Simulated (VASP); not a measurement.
# LiCl (Pm-3m) in VASP: further runs

The runs below take LiCl through single point, relaxation of cell and atoms, with r2SCAN, PBE0.

Program: VASP 6.6.1. These are calculated values, not measurements. Logs are shortened: lines on timing, memory, paths and dates and some standing lists are left out, and cuts for length are marked.

## (1) The crystal as given

The structure is cubic, space group Pm-3m (No. 221). Conventional cell: a = 3.271 Å, b = 3.271 Å, c = 3.271 Å, α = 90.00°, β = 90.00°, γ = 90.00°. Li (site symmetry m-3m) is surrounded by 8 Cl at 2.83 Å. Cl (site symmetry m-3m) has 8 Li at 2.83 Å as nearest neighbours.

The cell was built by a generator and needn't be a form met in nature.

## (2) Single point, r2SCAN

Contents of POSCAR:

```
LiCl
1.0
    3.2711235786      0.0000000000      0.0000000000
    0.0000000000      3.2711235786      0.0000000000
    0.0000000000      0.0000000000      3.2711235786
Li Cl
1 1
Direct
    0.0000000000      0.0000000000      0.0000000000
    0.5000000000      0.5000000000      0.5000000000
```

Contents of INCAR.step1:

```
  PREC = Accurate
  ENCUT = 520
  ISMEAR = -1
  SIGMA = 0.02
  LREAL = F
  LASPH = T
  NELM = 100
  NBANDS = 12
  GGA = PE
  ALGO = Normal
  EDIFF = 1E-4
  LWAVE = T
  LCHARG = F
```

Contents of INCAR.step2:

```
  PREC = Accurate
  ENCUT = 520
  EDIFF = 1E-6
  ISMEAR = -1
  SIGMA = 0.02
  LREAL = F
  LASPH = T
  NELM = 100
  ALGO = Normal
  ISIF = 2
  LWAVE = F
  LCHARG = F
  METAGGA = R2SCAN
  LMIXTAU = T
  NBANDS = 12
  ISTART = 1
```

Contents of KPOINTS:

```
regular mesh
0
Gamma
  8 8 8
```

Potentials or basis: VASP PAW PBE potentials, release 64 (Li_sv, Cl).

The run is started by

```
$ cat potpaw_PBE.64/Li_sv/POTCAR potpaw_PBE.64/Cl/POTCAR > POTCAR
$ cp INCAR.step1 INCAR
$ mpirun -np 1 vasp_std > vasp.out
$ cp INCAR.step2 INCAR
$ mpirun -np 1 vasp_std > vasp.out
```

OUTCAR:

```text
PREC = Accurate
   ENCUT = 520
   EDIFF = 1E-6
   ISMEAR = -1
   LREAL = F
   LASPH = T
   NELM = 100
   ISIF = 2
   METAGGA = R2SCAN
   ISTART = 1

 ion  position               nearest neighbor table
   1  0.000  0.000  0.000-
   2  0.500  0.500  0.500-

  LATTYP: Found a simple cubic cell.
 ALAT       =     3.2711235786

  Lattice vectors:

 A1 = (   3.2711235786,   0.0000000000,   0.0000000000)
 A2 = (   0.0000000000,   3.2711235786,   0.0000000000)
 A3 = (   0.0000000000,   0.0000000000,   3.2711235786)

Analysis of symmetry for initial positions (statically):
=====================================================================
 Subroutine PRICEL returns:
 Original cell was already a primitive cell.

 Routine SETGRP: Setting up the symmetry group for a
 simple cubic supercell.

 Subroutine GETGRP returns: Found 48 space group operations
 (whereof 48 operations were pure point group operations)
 out of a pool of 48 trial point group operations.

The static configuration has the point symmetry O_h .

Analysis of symmetry for dynamics (positions and initial velocities):
=====================================================================
 Subroutine PRICEL returns:
 Original cell was already a primitive cell.

 Routine SETGRP: Setting up the symmetry group for a
 simple cubic supercell.

 Subroutine GETGRP returns: Found 48 space group operations
 (whereof 48 operations were pure point group operations)
 out of a pool of 48 trial point group operations.

The dynamic configuration has the point symmetry O_h .

 Subroutine INISYM returns: Found 48 space group operations
 (whereof 48 operations are pure point group operations),
 and found     1 'primitive' translations

----------------------------------------------------------------------------------------

                                     Primitive cell

  volume of cell :      35.0018

  direct lattice vectors                    reciprocal lattice vectors
     3.271123579  0.000000000  0.000000000     0.305705357  0.000000000  0.000000000
     0.000000000  3.271123579  0.000000000     0.000000000  0.305705357  0.000000000
     0.000000000  0.000000000  3.271123579     0.000000000  0.000000000  0.305705357

  length of vectors
     3.271123579  3.271123579  3.271123579     0.305705357  0.305705357  0.305705357

  position of ions in fractional coordinates (direct lattice)
     0.000000000  0.000000000  0.000000000
     0.500000000  0.500000000  0.500000000

  ion indices of the primitive-cell ions
   primitive index   ion index
                 1           1
                 2           2

----------------------------------------------------------------------------------------

 KPOINTS: regular mesh

Automatic generation of k-mesh.
 Grid dimensions read from file:
 generate k-points for:    8    8    8

 Generating k-lattice:

  Cartesian coordinates                     Fractional coordinates (reciprocal lattice)
     0.038213170  0.000000000  0.000000000     0.125000000  0.000000000  0.000000000
     0.000000000  0.038213170  0.000000000     0.000000000  0.125000000  0.000000000
     0.000000000  0.000000000  0.038213170     0.000000000  0.000000000  0.125000000

  Length of vectors
     0.038213170  0.038213170  0.038213170

  Shift w.r.t. Gamma in fractional coordinates (k-lattice)
     0.000000000  0.000000000  0.000000000

 Subroutine IBZKPT returns following result:
 ===========================================

 Found     35 irreducible k-points:

 Following reciprocal coordinates:
            Coordinates               Weight
  0.000000  0.000000  0.000000      1.000000
  0.125000  0.000000  0.000000      6.000000
  0.250000  0.000000  0.000000      6.000000
  0.375000  0.000000  0.000000      6.000000
  0.500000  0.000000  0.000000      3.000000
  0.125000  0.125000  0.000000     12.000000
[... 16 lines left out ...]
  0.375000  0.375000  0.125000     24.000000
  0.500000  0.375000  0.125000     24.000000
 [... further k-points ...]
   k-points           NKPTS =     35   k-points in BZ     NKDIM =     35   number of bands    NBANDS=     12
   number of dos      NEDOS =    301   number of ions     NIONS =      2
   total plane-waves  NPLWV =  13824
   dimension x,y,z NGX =    24 NGY =   24 NGZ =   24
   dimension x,y,z NGXF=    48 NGYF=   48 NGZF=   48
   ions per type =               1   1
   NGX,Y,Z   is equivalent  to a cutoff of  12.20, 12.20, 12.20 a.u.
   NGXF,Y,Z  is equivalent  to a cutoff of  24.39, 24.39, 24.39 a.u.
 SYSTEM =  unknown system
   PREC   = accura    normal or accurate (medium, high low for compatibility)
   ISTART =      1    job   : 0-new  1-cont  2-samecut
   ICHARG =      0    charge: 1-file 2-atom 10-const
   ISPIN  =      1    spin polarized calculation?
   LNONCOLLINEAR =      F non collinear calculations
   LSORBIT =      F    spin-orbit coupling
   LASPH  =      T    aspherical Exc in radial PAW
   ENCUT  =  520.0 eV  38.22 Ry    6.18 a.u.   6.08  6.08  6.08*2*pi/ulx,y,z
   NELM   =    100;   NELMIN=  2; NELMDL=  0     # of ELM steps
   EDIFF  = 0.1E-05   stopping-criterion for ELM
   LREAL  =      F    real-space projection
   EDIFFG = 0.1E-04   stopping-criterion for IOM
   NSW    =      0    number of steps for IOM
   IBRION =     -1    ionic relax: 0-MD 1-quasi-New 2-CG
   NFREE  =      0    steps in history (QN), initial steepest desc. (CG)
   ISIF   =      2    stress and relaxation
   ISYM   =      2    0-nonsym 1-usesym 2-fastsym
   POTIM  = 0.5000    time-step for ionic-motion
   TEBEG  =    0.0;   TEEND  =   0.0 temperature during run
   PSTRESS=    0.0 pullay stress
   NELECT =      10.0000    total number of electrons
   NUPDOWN=      -1.0000    fix difference up-down
   EMIN   =  10.00;   EMAX   =-10.00  energy-range for DOS
   EFERMI =   0.00;   METHOD = LEGACY
   ISMEAR =    -1;   SIGMA  =   0.02  broadening in eV -4-tet -1-fermi 0-gaus
   EFERMI_NEDOS =   21; number of points for ismear=-14 and -15
   IALGO  =     38    algorithm
   IMIX   =      4    mixing-type and parameters
     AMIX     =   0.40;   BMIX     =  1.00
     AMIX_MAG =   1.60;   BMIX_MAG =  1.00
  volume/ion in A,a.u.               =      17.50       118.10
  Fermi-wavevector in a.u.,A,eV,Ry     =   1.078230  2.037558 15.817846  1.162579
  Thomas-Fermi vector in A             =   2.214163
   LORBIT       =      0    0 simple, 1 ext, 2 COOP (PROOUT), +10 PAW based schemes
   METAGGA = R2SCAN    functional components
   LHFCALC =     F    Hartree Fock is set to
   AEXX    =    0.0000 exact exchange contribution
   IVDW    =     0    specifies the selected vdW correction
   LEPSILON=     F    determine dielectric tensor
   LRPA    =     F    only Hartree local field effects (RPA)
 non-spin polarized calculation
  energy-cutoff  :      520.00
  volume of cell :       35.00
 maximum number of plane-waves:       968
   NGX = 13   NGY = 13   NGZ = 13

 number of electron      10.0000013 magnetization

 Free energy of the ion-electron system (eV)
  ---------------------------------------------------
  ext. energy  EPLUGINS =         0.00000000
  ---------------------------------------------------
  free energy    TOTEN  =       -11.96220344 eV

  energy without entropy =      -11.96220344  energy(sigma->0) =      -11.96220344

 E-fermi :   1.8249     XC(G=0):  -9.0119

 val. band max:        1.2257942160   @ k =   0.5000   0.5000   0.0000
 cond. band min:       6.6183489979   @ k =   0.0000   0.0000   0.0000
 fundamental gap:      5.3925547819
 Fermi energy:         1.8249086689

 k-point     1 :       0.0000    0.0000    0.0000
  band No.  band energies     occupation
      1     -45.4489      2.00000
      2     -13.6293      2.00000
      3       0.3801      2.00000
      4       0.3801      2.00000
      5       0.3801      2.00000
      6       6.6183      0.00000
      7      10.6070      0.00000
      8      10.6070      0.00000
      9      15.7232      0.00000
     10      15.7232      0.00000
     11      15.7232      0.00000
     12      19.0204      0.00000

 k-point     2 :       0.1250    0.0000    0.0000
  band No.  band energies     occupation
      1     -45.4486      2.00000
      2     -13.5592      2.00000
      3      -0.2364      2.00000
      4       0.4451      2.00000
      5       0.4451      2.00000
      6       6.9827      0.00000
      7      10.7961      0.00000
      8      11.0287      0.00000
      9      14.9742      0.00000
     10      14.9742      0.00000
     11      15.7769      0.00000
     12      19.1353      0.00000

 k-point     3 :       0.2500    0.0000    0.0000
  band No.  band energies     occupation
      1     -45.4477      2.00000
      2     -13.3810      2.00000
      3      -1.4297      2.00000
      4       0.6095      2.00000
      5       0.6095      2.00000
      6       7.5019      0.00000
      7      11.3374      0.00000
      8      11.7470      0.00000
      9      13.6664      0.00000
     10      13.6664      0.00000
     11      16.6634      0.00000
     12      19.4392      0.00000

 k-point     4 :       0.3750    0.0000    0.0000
  band No.  band energies     occupation
      1     -45.4469      2.00000
      2     -13.1883      2.00000
      3      -2.4059      2.00000
      4       0.7854      2.00000
      5       0.7854      2.00000
      6       7.8008      0.00000
      7      11.9275      0.00000
      8      12.0969      0.00000
      9      12.6495      0.00000
     10      12.6495      0.00000
     11      17.4744      0.00000
     12      19.0950      0.00000

 k-point     5 :       0.5000    0.0000    0.0000
  band No.  band energies     occupation
      1     -45.4464      2.00000
      2     -13.1036      2.00000
      3      -2.7732      2.00000
      4       0.8622      2.00000
      5       0.8622      2.00000
      6       7.8966      0.00000
      7      11.9004      0.00000
      8      12.2744      0.00000
      9      12.2744      0.00000
     10      12.5589      0.00000
     11      16.5842      0.00000
     12      19.9470      0.00000
[... 228 lines left out ...]
      1     -45.4454      2.00000
      2     -12.8710      2.00000
      3      -2.0477      2.00000
      4      -0.8806      2.00000
      5       0.4469      2.00000
      6       9.1948      0.00000
      7       9.7497      0.00000
      8      11.0372      0.00000
      9      13.6147      0.00000
     10      14.5432      0.00000
     11      16.2751      0.00000
     12      19.9620      0.00000

 k-point    22 :       0.5000    0.2500    0.1250
  band No.  band energies     occupation
      1     -45.4450      2.00000
      2     -12.7867      2.00000
      3      -2.4071      2.00000
      4      -0.7917      2.00000
      5       0.5297      2.00000
      6       8.8501      0.00000
      7       9.8957      0.00000
      8      10.6844      0.00000
      9      14.2705      0.00000
     10      14.3996      0.00000
     11      16.1278      0.00000
     12      19.6034      0.00000

 k-point    23 :       0.3750    0.3750    0.1250
  band No.  band energies     occupation
      1     -45.4446      2.00000
      2     -12.6801      2.00000
      3      -1.8536      2.00000
      4      -1.7885      2.00000
      5       0.6208      2.00000
      6       8.0505      0.00000
      7      10.2449      0.00000
      8      10.9954      0.00000
      9      13.5885      0.00000
     10      15.1017      0.00000
     11      16.5924      0.00000
     12      18.4940      0.00000

 k-point    24 :       0.5000    0.3750    0.1250
  band No.  band energies     occupation
      1     -45.4443      2.00000
      2     -12.5962      2.00000
      3      -2.1770      2.00000
      4      -1.7208      2.00000
      5       0.6976      2.00000
      6       7.6212      0.00000
      7      10.5410      0.00000
      8      10.7365      0.00000
      9      13.8488      0.00000
     10      15.0865      0.00000
     11      16.6315      0.00000
     12      17.8517      0.00000

 [... further k-points ...]
[... 5 lines left out ...]
  --------------------------------------------------------------------------------------
  -------------------------------------------------------------------------------------
  Total       -0.1237037     -0.1237037     -0.1237037      0.0000000     -0.0000000      0.0000000
  in kB       -5.6624246     -5.6624246     -5.6624246      0.0000000     -0.0000000      0.0000000
  external PRESSURE =      -5.6624246 kB  Pullay stress =       0.0000000 kB

 VOLUME and BASIS-vectors are now :
 -----------------------------------------------------------------------------
  energy-cutoff  :      520.00
  volume of cell :       35.00
      direct lattice vectors                 reciprocal lattice vectors
     3.271123579  0.000000000  0.000000000     0.305705357  0.000000000  0.000000000
     0.000000000  3.271123579  0.000000000     0.000000000  0.305705357  0.000000000
     0.000000000  0.000000000  3.271123579     0.000000000  0.000000000  0.305705357

 POSITION                                       TOTAL-FORCE (eV/Angst)
 -----------------------------------------------------------------------------------
      0.00000      0.00000      0.00000         0.000000      0.000000      0.000000
      1.63556      1.63556      1.63556         0.000000      0.000000      0.000000
 -----------------------------------------------------------------------------------
    total drift:                                0.000000     -0.000000     -0.000000

  FREE ENERGIE OF THE ION-ELECTRON SYSTEM (eV)
  ---------------------------------------------------
  free  energy   TOTEN  =       -11.9622034386 eV

  energy  without entropy=      -11.9622034386  energy(sigma->0) =      -11.96220344
```

Run time: 24 s. Hardware: 1 thread of AMD EPYC 9R45 (Zen 5), shared host; peak memory 0.11 GiB.

Results:

```yaml
Free_energy: -11.9622 eV
Band_gap_on_the_k_mesh: 5.39 eV, indirect (least direct gap 5.97 eV)
```

Caveat: the cutoff is under 1.25 times the usual one of these potentials, so pressure, stress and relaxed cells hold a basis-set (Pulay) error; the PAW data sets were made with another functional, which shifts forces and pressure a little.

## (3) Relaxation of cell and atoms, r2SCAN

This run uses another cell than the first one, of 17.66 Å³/atom, 1.009 times its volume.

Contents of POSCAR:

```
LiCl
1.0
    3.2810462828      0.0000000000      0.0000000000
    0.0000000000      3.2810462828      0.0000000000
    0.0000000000      0.0000000000      3.2810462828
Li Cl
1 1
Direct
    0.0000000000      0.0000000000      0.0000000000
    0.5000000000      0.5000000000      0.5000000000
```

Contents of INCAR.step1:

```
PREC = Accurate
ENCUT = 600
ISMEAR = -1
SIGMA = 0.02
LREAL = F
LASPH = T
NELM = 100
GGA = PE
ALGO = Normal
EDIFF = 1E-4
LWAVE = T
LCHARG = F
```

Contents of INCAR.step2:

```
PREC = Accurate
ENCUT = 600
EDIFF = 1E-6
ISMEAR = -1
SIGMA = 0.02
LREAL = F
LASPH = T
NELM = 100
ALGO = Normal
ISIF = 3
LWAVE = F
LCHARG = F
METAGGA = R2SCAN
LMIXTAU = T
IBRION = 2
NSW = 80
EDIFFG = -0.005
ISTART = 1
```

Contents of KPOINTS:

```
Automatic mesh
0
Gamma
  8 8 8
```

Potentials or basis: VASP PAW PBE potentials, release 64 (Li_sv, Cl).

The run is started by

```
$ cat potpaw_PBE.64/Li_sv/POTCAR potpaw_PBE.64/Cl/POTCAR > POTCAR
$ cp INCAR.step1 INCAR
$ mpirun -np 1 vasp_std > vasp.out
$ cp INCAR.step2 INCAR
$ mpirun -np 1 vasp_std > vasp.out
```

Run time: 89 s. Hardware: 1 thread of AMD EPYC 9R45 (Zen 5), shared host; peak memory 0.13 GiB.

It converged, with:

| Item | Value |
| --- | --- |
| Free energy | -11.9657 eV |
| Relaxed volume | 17.29 Å³/atom |
| Relaxed cell | a = 3.258 Å, b = 3.258 Å, c = 3.258 Å, α = 90.00°, β = 90.00°, γ = 90.00° |
| Space group after relaxing (to 0.05 Å) | Pm-3m (No. 221) |
| Energy gained by relaxing | 0.9 meV/atom |
| Ionic steps | 4 |
| Pressure after relaxing | 0.0 GPa |
| Band gap on the k mesh | 5.43 eV, indirect (least direct gap 5.95 eV) |

Step by step:
```tsv
step	energy change (eV)	largest force (eV/Å)	pressure (GPa)	volume (Å³)
1	0.0000	0.0000	-0.72	35.32
2	-0.0014	0.0000	-0.34	34.92
3	-0.0017	0.0000	-0.05	34.64
4	-0.0017	0.0000	0.00	34.58
```

Final structure:
```xyz
2
Lattice="3.2581 0.0000 0.0000 0.0000 3.2581 0.0000 0.0000 0.0000 3.2581" Properties=species:S:1:pos:R:3 pbc="T T T"
Li    0.0000    0.0000    0.0000
Cl    1.6290    1.6290    1.6290
```

Levels at points of the mesh, in eV from the valence-band top:
| k point | band 1 | band 2 | band 3 | band 4 | band 5 | band 6 | band 7 | band 8 | band 9 |
| --- | --- | --- | --- | --- | --- | --- | --- | --- | --- |
| (0.00, 0.00, 0.00) | -46.66 | -14.92 | -0.86 | -0.86 | -0.86 | 5.43 | 9.36 | 9.36 | 14.55 |
| (0.50, 0.00, 0.00) | -46.66 | -14.38 | -4.07 | -0.37 | -0.37 | 6.69 | 10.75 | 11.05 | 11.05 |
| (0.50, 0.50, 0.00) | -46.65 | -13.83 | -3.47 | -3.47 | 0.00 | 5.95 | 10.87 | 10.87 | 11.51 |
| (0.50, 0.50, 0.50) | -46.65 | -13.35 | -2.60 | -2.60 | -2.60 | 5.78 | 5.78 | 5.78 | 13.60 |

Caveat: the cutoff is under 1.25 times the usual one of these potentials, so pressure, stress and relaxed cells hold a basis-set (Pulay) error; the PAW data sets were made with another functional, which shifts forces and pressure a little.

## (4) Single point, PBE0

Contents of POSCAR:

```
LiCl
1.0
    3.2711235786      0.0000000000      0.0000000000
    0.0000000000      3.2711235786      0.0000000000
    0.0000000000      0.0000000000      3.2711235786
Li Cl
1 1
Direct
    0.0000000000      0.0000000000      0.0000000000
    0.5000000000      0.5000000000      0.5000000000
```

Contents of INCAR.step1:

```
SYSTEM = LiCl
ALGO = Normal
EDIFF = 1E-5
ENCUT = 520
GGA = PE
ISIF = 2
ISMEAR = 0
LASPH = .TRUE.
LREAL = .FALSE.
LWAVE = .TRUE.
NBANDS = 12
NELM = 100
PREC = Accurate
SIGMA = 0.01
```

Contents of INCAR.step2:

```
SYSTEM = LiCl
AEXX = 0.25
ALGO = Normal
EDIFF = 1E-6
ENCUT = 520
GGA = PE
HFRCUT = -1
ISIF = 2
ISMEAR = 0
ISTART = 1
LASPH = .TRUE.
LCHARG = .TRUE.
LELF = .TRUE.
LHFCALC = .TRUE.
LREAL = .FALSE.
LVHAR = .TRUE.
LWAVE = .FALSE.
NBANDS = 12
NELM = 100
PREC = Accurate
PRECFOCK = Normal
SIGMA = 0.01
```

Contents of KPOINTS:

```
k-points
0
G
  6 6 6
  0 0 0
```

The run is started by

```
$ cat potpaw_PBE.64/Li_sv/POTCAR potpaw_PBE.64/Cl/POTCAR > POTCAR
$ cp INCAR.step1 INCAR
$ mpirun -np 1 vasp_std > vasp.out
$ cp INCAR.step2 INCAR
$ mpirun -np 1 vasp_std > vasp.out
```

Wall time 6.3 min (1 thread of AMD EPYC 9R45 (Zen 5), shared host); peak memory 0.12 GiB.

The run converged. Its results:

```yaml
Free_energy: -8.3821 eV
Band_gap_on_the_k_mesh: 6.41 eV, indirect (least direct gap 7.18 eV)
```

Levels at points of the mesh, in eV from the valence-band top:
```tsv
k point	band 1	band 2	band 3	band 4	band 5	band 6	band 7	band 8	band 9	band 10
(0.00, 0.00, 0.00)	-48.20	-15.61	-0.89	-0.89	-0.89	6.41	10.76	10.76	15.60	15.60
(0.50, 0.00, 0.00)	-48.20	-15.05	-4.30	-0.38	-0.38	7.89	11.79	12.46	12.46	12.78
(0.50, 0.50, 0.00)	-48.20	-14.50	-3.62	-3.62	0.00	7.18	12.09	12.09	12.88	15.73
(0.50, 0.50, 0.50)	-48.20	-14.02	-2.70	-2.70	-2.70	7.16	7.16	7.16	14.32	21.25
```

Caveat: the cutoff is under 1.25 times the usual one of these potentials, so pressure, stress and relaxed cells hold a basis-set (Pulay) error; the PAW data sets were made with another functional, which shifts forces and pressure a little. A k mesh can miss the band edges.

## (5) Summary

| task | level | cell | k mesh | cutoff (eV) | smearing | exchange at q = 0 | grid for exact exchange (PRECFOCK) | gap on the mesh (eV) |
| --- | --- | --- | --- | --- | --- | --- | --- | --- |
| single point | r2SCAN | Pm-3m, 17.5 Å³/atom | 8 × 8 × 8 | 520 | fermi-dirac 0.02 eV | - | - | 5.39 |
| relaxation of cell and atoms | r2SCAN | relaxed | 8 × 8 × 8 | 600 | fermi-dirac 0.02 eV | - | - | 5.43 |
| single point | PBE0 | Pm-3m, 17.5 Å³/atom | 6 × 6 × 6 | 520 | gaussian 0.01 eV | truncated | Normal | 6.41 |

Alike in all rows: potentials or basis VASP PAW PBE potentials, release 64 (Li_sv, Cl); no spin polarisation.

Caveats: the cutoff is under 1.25 times the usual one of these potentials, so pressure, stress and relaxed cells hold a basis-set (Pulay) error; the PAW data sets were made with another functional, which shifts forces and pressure a little.

Absolute energies hang on the potentials; compare differences alone.
